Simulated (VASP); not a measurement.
Na: single point with r2SCAN

Crystal: Na.

```
CELL_PARAMETERS angstrom
3.68877 0.00000 0.00000
-1.84439 3.19457 0.00000
0.00000 0.00000 6.26919
ATOMIC_POSITIONS crystal
Na 0.33333 0.66667 0.25000
Na 0.66667 0.33333 0.75000
```

This isn't the form of Na at room conditions, which is bcc.

```json
{
  "Program": "VASP 6.6.1",
  "Task": "single point",
  "Functional": "r2SCAN",
  "Potentials or basis": "VASP PAW PBE potentials, release 64 (Na_pv)",
  "Cutoff": "520 eV",
  "k mesh": "6 × 6 × 4",
  "Occupations": "gaussian, width 0.1 eV",
  "Spin": "no spin polarisation"
}
```

```json
{
  "Pressure": "0.2 GPa",
  "Band gap on the k mesh": "none (metal or under the smearing width)"
}
```

Stress tensor (GPa, compression positive):
```
 0.75  0.00  0.00
 0.00  0.75  0.00
 0.00  0.00 -1.00
```

Levels at points of the mesh, in eV from the Fermi level:
```csv
k point,band 3,band 4,band 5,band 6,band 7,band 8,band 9,band 10,band 11,band 12
"(0.00, 0.00, 0.00)",-25.95,-25.95,-25.95,-25.95,-3.44,0.37,0.99,11.01,11.07,11.07
"(0.50, 0.00, 0.00)",-25.96,-25.96,-25.95,-25.95,0.35,0.62,4.00,4.13,4.68,4.98
"(0.00, 0.00, 0.50)",-25.95,-25.95,-25.95,-25.95,-2.39,-2.39,5.56,5.56,11.61,11.61
"(0.50, 0.00, 0.50)",-25.96,-25.96,-25.96,-25.96,1.16,1.16,1.87,1.87,8.14,8.14
```

It took 46 s on 1 thread of Intel(R) Xeon(R) Platinum 8488C (Sapphire Rapids), with other jobs on the host, peak memory 0.18 GiB.

Caveat: the PAW data sets were made with another functional, which shifts forces and pressure a little.
